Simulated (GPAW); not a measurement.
# ZnS (F-43m) in GPAW: further runs, part 2 of 2

GPAW 26.7.0.

### Step 5. Band structure, revPBE

File run.py:

```python
from ase.dft.bandgap import bandgap
from ase.io import read, write
from ase.units import GPa
from gpaw import GPAW, PW

atoms = read('ZnS.cif')

calc = GPAW(mode=PW(600),
            xc='revPBE',
            kpts={'size': (7, 7, 7), 'gamma': True},
            occupations={'name': 'fermi-dirac', 'width': 0.05},
            nbands=18,
            convergence={'density': 1e-05, 'energy': 1e-05},
            maxiter=150,
            txt='gpaw.txt')
atoms.calc = calc
energy = atoms.get_potential_energy()
forces = atoms.get_forces()
stress = atoms.get_stress()
calc.write('gs.gpw')
write('result.traj', atoms)
print(f'Energy: {energy:.6f} eV')
print('Forces (eV/A):')
print(forces.round(4))
print('Stress (GPa):', (stress / GPa).round(3))
print('Fermi level:', round(calc.get_fermi_level(), 4), 'eV')
print(f'Gap: {bandgap(calc)[0]:.4f} eV, direct: {bandgap(calc, direct=True)[0]:.4f} eV')

path = atoms.cell.bandpath('GXWKGLUWLK,UX', npoints=80, eps=1e-4)
bs_calc = calc.fixed_density(kpts=path, symmetry='off', nbands=28,
                             convergence={'bands': 'CBM+6.0', 'eigenstates': 1e-6}, txt='bands.txt')
bs = bs_calc.band_structure()
bs.write('bs.json')
print(f'Gap on the path: {bandgap(bs_calc)[0]:.4f} eV')
```

File ZnS.cif:

```cif
data_ZnS
_cell_length_a 3.82120505
_cell_length_b 3.82120505
_cell_length_c 3.82120505
_cell_angle_alpha 60.00000000
_cell_angle_beta 60.00000000
_cell_angle_gamma 60.00000000
_space_group_name_H-M_alt 'P1'
_space_group_name_Hall 'P 1'
_space_group_IT_number 1
loop_
_space_group_symop_operation_xyz
'x,y,z'
loop_
_atom_site_label
_atom_site_type_symbol
_atom_site_symmetry_multiplicity
_atom_site_Wyckoff_symbol
_atom_site_fract_x
_atom_site_fract_y
_atom_site_fract_z
_atom_site_occupancy
Zn1 Zn 1 a 0.7500000000 0.7500000000 0.7500000000 1
S1 S 1 a 0.0000000000 0.0000000000 0.0000000000 1
```

Potentials or basis: the program's PAW data sets (release 1.2.1) made for this functional, pw.

Started as:

```bash
OMP_NUM_THREADS=1 python run.py
```

It took 50 s on 1 thread of Arm Neoverse V1, shared host; peak memory 0.24 GiB.

Results (log left out):

* Free energy: -6.3118 eV
* Pressure: 3.7 GPa
* Band gap on the k mesh: 2.23 eV, direct
* Band gap along the path: 2.23 eV, direct

Levels at the corners of the path, in eV from the valence-band top:
```tsv
point	band 7	band 8	band 9	band 10	band 11	band 12
Γ	0.00	0.00	0.00	2.23	6.42	6.42
X	-4.51	-2.20	-2.20	3.51	4.15	11.09
W	-4.54	-2.72	-2.69	5.78	6.07	7.93
K	-4.58	-3.08	-1.79	4.21	6.02	9.46
Γ	0.00	0.00	0.00	2.23	6.42	6.42
L	-5.24	-0.86	-0.86	3.40	6.95	6.95
U	-4.58	-3.08	-1.79	4.21	6.02	9.46
W	-4.54	-2.72	-2.69	5.78	6.07	7.93
L	-5.24	-0.86	-0.86	3.40	6.95	6.95
K	-4.58	-3.08	-1.79	4.21	6.02	9.46
U	-4.58	-3.08	-1.79	4.21	6.02	9.46
X	-4.51	-2.20	-2.20	3.51	4.15	11.09
```

### Step 6. Equation of state, vdW-DF-cx

File run.py:

```python
from ase import Atoms
from ase.eos import EquationOfState
from ase.io import Trajectory
from ase.units import GPa
from gpaw import GPAW, PW

atoms = Atoms(['Zn', 'S'],
              cell=[[0.0, 2.702, 2.702],
                    [2.702, 0.0, 2.702],
                    [2.702, 2.702, 0.0]],
              scaled_positions=[[0.75, 0.75, 0.75],
                                [0.0, 0.0, 0.0]],
              pbc=True)

traj = Trajectory('eos.traj', 'w')
volumes, energies = [], []
for x in [0.94, 0.96, 0.98, 1.0, 1.02, 1.04, 1.06]:
    a = atoms.copy()
    a.set_cell(atoms.cell * x**(1 / 3), scale_atoms=True)
    calc = GPAW(mode=PW(600),
                xc={'name': 'vdW-DF-cx', 'backend': 'libvdwxc'},
                kpts={'size': (7, 7, 7), 'gamma': True},
                occupations={'name': 'fermi-dirac', 'width': 0.05},
                nbands=18,
                convergence={'density': 1e-05, 'energy': 1e-05},
                maxiter=150,
                txt=f'eos-{x:.2f}.txt')
    a.calc = calc
    energies.append(a.get_potential_energy(force_consistent=True))
    volumes.append(a.get_volume())
    calc.write(f'eos-{x:.2f}.gpw')
    traj.write(a)
    print(f'{x:.2f} {volumes[-1]:10.4f} A^3 {energies[-1]:14.6f} eV', flush=True)

v0, e0, B = EquationOfState(volumes, energies, eos='birchmurnaghan').fit()
print(f'V0 = {v0:.4f} A^3, E0 = {e0:.6f} eV, B0 = {B / GPa:.2f} GPa')
```

Potentials or basis: GPAW PAW data sets (gpaw-data 1.2.1), pw.

Started as:

```bash
OMP_NUM_THREADS=1 python run.py
```

It took 92 s on 1 thread of Arm Neoverse V1, shared host; peak memory 0.28 GiB.

The run converged. Its results:

- Equilibrium volume: 19.86 Å³/atom
- Bulk modulus: 73 GPa
- Pressure derivative of the bulk modulus: 4.3 (rough: it moves with the points fitted)

Energy against volume, from the lowest point:
| volume (Å³/atom) | energy (meV/atom) |
| --- | --- |
| 18.543 | 22.19 |
| 18.938 | 10.33 |
| 19.332 | 3.13 |
| 19.727 | 0.00 |
| 20.121 | 0.48 |
| 20.516 | 4.33 |
| 20.910 | 11.20 |

Caveat: the PAW data sets were made with another functional, which shifts forces and pressure a little.

### Step 7. The runs side by side

| task | level | potentials or basis | band path | band points | gap on the mesh (eV) | pressure (GPa) | V0 of scaled cells (Å³/atom) | B0 (GPa) |
| --- | --- | --- | --- | --- | --- | --- | --- | --- |
| equation of state | rSCAN+D3(BJ) | GPAW PAW data sets (gpaw-data 1.2.1), pw | - | - | - | - | - | - |
| equation of state | revPBE+D3(BJ) | the program's PAW data sets (release 1.2.1) made for this functional, pw | - | - | - | - | 19.23 | 78 |
| band structure | SOGGA | PAW data sets generated in the run's folder for this functional, pw | GXWKGLUWLK,UX | 80 | 1.96 | -2.2 | - | - |
| band structure | revPBE | the program's PAW data sets (release 1.2.1) made for this functional, pw | GXWKGLUWLK,UX | 80 | 2.23 | 3.7 | - | - |
| equation of state | vdW-DF-cx | GPAW PAW data sets (gpaw-data 1.2.1), pw | - | - | - | - | 19.86 | 73 |

Alike in all rows: no spin polarisation; cell as given; k mesh 7 × 7 × 7; cutoff (eV) 600; smearing fermi-dirac 0.05 eV.

Caveats: the PAW data sets were made with another functional, which shifts forces and pressure a little (some runs); the points scatter about the fit (some runs).

Total energies depend on the potentials used, so only differences within one code and one set of settings carry meaning.

### Step 8. How close it comes

Step 3. A measured bulk modulus of ZnS is 76.9 GPa (quoted in “Electronic, vibrational, and thermodynamic properties of ZnS (zincblende and rocksalt structure)”, 2009, arxiv:0911.5022); the calculated 78 GPa misses it by +1.7 %. The fit is for a static lattice scaled at fixed shape and fixed fractional positions.

Step 4. Measured gap of ZnS: 3.85 eV (direct; 19 K; quoted in “Electronic, vibrational, and thermodynamic properties of ZnS (zincblende and rocksalt structure)”, 2009, arxiv:0911.5022). This calculation gives 1.96 eV (-1.89 eV). The value is that of SOGGA, without temperature or zero-point motion.

Step 5. Against the measured gap of ZnS, 3.85 eV (direct; 19 K; quoted in “Electronic, vibrational, and thermodynamic properties of ZnS (zincblende and rocksalt structure)”, 2009, arxiv:0911.5022), the calculated 2.23 eV is off by -1.62 eV. The value is that of revPBE, without temperature or zero-point motion. Semilocal functionals fall short of measured gaps as a rule.

Step 6. Against the measured bulk modulus of ZnS, 76.9 GPa (quoted in “Electronic, vibrational, and thermodynamic properties of ZnS (zincblende and rocksalt structure)”, 2009, arxiv:0911.5022), the calculated 73 GPa is off by -5.6 %. The fit is for a static lattice scaled at fixed shape and fixed fractional positions.
